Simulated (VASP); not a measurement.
CaF: work function with PBE

CaF, a sheet with vacuum:

```xyz
2
Lattice="3.7250 0.0000 0.0000 -1.8625 3.2259 0.0000 0.0000 0.0000 25.5277" Properties=species:S:1:pos:R:3 pbc="T T T"
Ca    1.8625    1.0753    7.9330
F     0.0000    0.0000    7.0671
```

The cell was built by a generator and needn't be a form met in nature.

```
Program                : VASP 6.6.1
Task                   : work function
Functional             : PBE
Potentials or basis    : VASP PAW PBE potentials, release 64 (Ca_sv, F)
Cutoff                 : 520 eV
k mesh                 : 8 × 8 × 1
Occupations            : gaussian, width 0.05 eV
Spin                   : no spin polarisation
Dipole correction      : yes
Further INCAR settings : ALGO = Normal; EDIFF = 1e-06
```

```yaml
Largest_force: 0.033 eV/Å
Band_gap_on_the_k_mesh: none (metal or under the smearing width)
Work_function_of_the_upper_face: 3.80 eV
Work_function_of_the_lower_face: 2.28 eV
```

Forces in eV/Å, atoms in the order of the input:
```
Ca   0.000  0.000  0.033
F    0.000  0.000 -0.033
```

Levels at points of the mesh, in eV from the Fermi level:
```csv
k point,band 4,band 5,band 6,band 7,band 8,band 9,band 10,band 11,band 12
"(0.00, 0.00, 0.00)",-23.83,-23.78,-7.49,-7.49,-7.35,-1.62,0.98,1.60,2.40
"(0.50, 0.00, 0.00)",-23.89,-23.50,-7.71,-7.36,-7.08,0.33,1.06,1.90,2.87
"(0.50, 0.50, 0.00)",-23.89,-23.50,-7.71,-7.36,-7.08,0.33,1.06,1.90,2.87
```

Run time: 85 s on 1 thread of Intel(R) Xeon(R) Platinum 8559C (Emerald Rapids), on a shared host, peak memory 0.43 GiB.

Caveat: an odd number of electrons without spin polarisation forces a metal; a magnetic or distorted state may lie lower.
